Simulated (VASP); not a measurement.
GaSb: band structure with r2SCAN

**Experimental background.**

From a printed reference work, data compilation, for a bulk crystal of GaSb at 4.2 K: band gap 0.811 eV (direct).

Crystal: GaSb.

```
Sb Ga
1.0
     0.00000    3.05900    3.05900
     3.05900    0.00000    3.05900
     3.05900    3.05900    0.00000
Sb Ga
1 1
Direct
  0.75000 0.75000 0.75000
  0.00000 0.00000 0.00000
```

```
Program                : VASP 6.6.1
Task                   : band structure
Functional             : r2SCAN
Potentials or basis    : VASP PAW PBE potentials, release 64 (Sb, Ga_d)
Cutoff                 : 520 eV
k mesh                 : 8 × 8 × 8
Occupations            : fermi-dirac, width 0.05 eV
Spin                   : no spin polarisation
Further INCAR settings : ALGO = Normal; EDIFF = 1e-07
```

The pressure is 0.5 GPa and the band gap on the k mesh is 0.45 eV, direct. The band gap along the path is 0.45 eV, direct.

Levels at the corners of the path, in eV from the valence-band top:
```
point  band 7  band 8  band 9  band 10  band 11  band 12
    Γ    0.00    0.00    0.00     0.45     2.98     2.98
    X   -7.05   -2.70   -2.70     1.12     1.48     9.26
    X   -7.05   -2.70   -2.70     1.12     1.48     9.26
    W   -6.91   -3.48   -3.25     4.01     4.62     4.81
    W   -6.91   -3.48   -3.25     4.01     4.62     4.81
    K   -6.86   -3.75   -2.30     1.64     4.20     7.09
    K   -6.86   -3.75   -2.30     1.64     4.20     7.09
    Γ    0.00    0.00    0.00     0.45     2.98     2.98
    Γ    0.00    0.00    0.00     0.45     2.98     2.98
    L   -6.58   -1.21   -1.21     0.68     4.01     4.01
    L   -6.58   -1.21   -1.21     0.68     4.01     4.01
    U   -6.86   -3.75   -2.30     1.64     4.20     7.09
    U   -6.86   -3.75   -2.30     1.64     4.20     7.09
    W   -6.91   -3.48   -3.25     4.01     4.62     4.81
    W   -6.91   -3.48   -3.25     4.01     4.62     4.81
    L   -6.58   -1.21   -1.21     0.68     4.01     4.01
    L   -6.58   -1.21   -1.21     0.68     4.01     4.01
    K   -6.86   -3.75   -2.30     1.64     4.20     7.09
    U   -6.86   -3.75   -2.30     1.64     4.20     7.09
    X   -7.05   -2.70   -2.70     1.12     1.48     9.26
```

It took 120 s on 1 thread of Intel(R) Xeon(R) Platinum 8488C (Sapphire Rapids), with other jobs on the host, peak memory 0.2 GiB.

Measured gap of GaSb: 0.811 eV (direct; 4.2 K; a printed reference work, data compilation). This calculation gives 0.45 eV (-0.36 eV). Spin-orbit coupling on Ga, Sb is left out. The value is that of r2SCAN, without temperature or zero-point motion.

Caveat: the PAW data sets were made with another functional, which shifts forces and pressure a little; spin-orbit coupling is left out, which moves the levels of the heavy elements.
